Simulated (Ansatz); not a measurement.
Rows from a G0W0 calculation on AlH3 (R-3c) (Ansatz 0.2.0; G0W0 on r2SCAN, plane waves, PAW; 4×4×4 mesh, 897 empty bands, screening to 325 eV, hard PAW files), in eV. Spin-orbit coupling is left out.

```csv
row,k,band,start,Σx,Σc at the solution,Vxc
A,"(0.000, -0.500, -0.500)",c1,7.930,-4.548,-3.864,-8.701
B,Γ,c1,4.742,-7.707,-3.675,-11.826
C,Γ,c2,8.374,-3.513,-4.003,-7.845
D,"(0.000, -0.500, -0.500)",v1,1.765,-15.270,1.809,-12.140
E,"(0.000, -0.500, -0.500)",c2,9.938,-6.424,-4.445,-11.317
F,Γ,v1,1.692,-15.858,1.932,-12.569
```

**Question.** Work out each quasiparticle level and how far it moved.

The quasiparticle equation reads E = start + Σx + Σc(E) − Vxc.

```csv
row,E (eV),shift (eV)
A,8.219,+0.288
B,5.187,+0.444
C,8.703,+0.329
D,0.445,−1.320
E,10.386,+0.448
F,0.334,−1.358
```

The gap over the computed points goes from 2.97 eV to 4.74 eV.

Limits: not at the basis limit.

[Paths, hosts, dates, memory and timing lines, banners, echoed tables and standing remarks are left out of the program output.]

[Logs are printed without paths, hosts, clocks, repeated set-up lines and the standing remarks that a program may print on its own settings, such as how far it seeks lower states.]

[Runs of the session that timed out or met a known fault of the program may be left out.]

[Cells called generated may have been cut or substituted from an entry of the Crystallography Open Database or the Materials Project.]

[Hosts, paths, dates, database ids (printed as entryN), source tags and the programs' standing remarks are cut or masked in the printed files.]
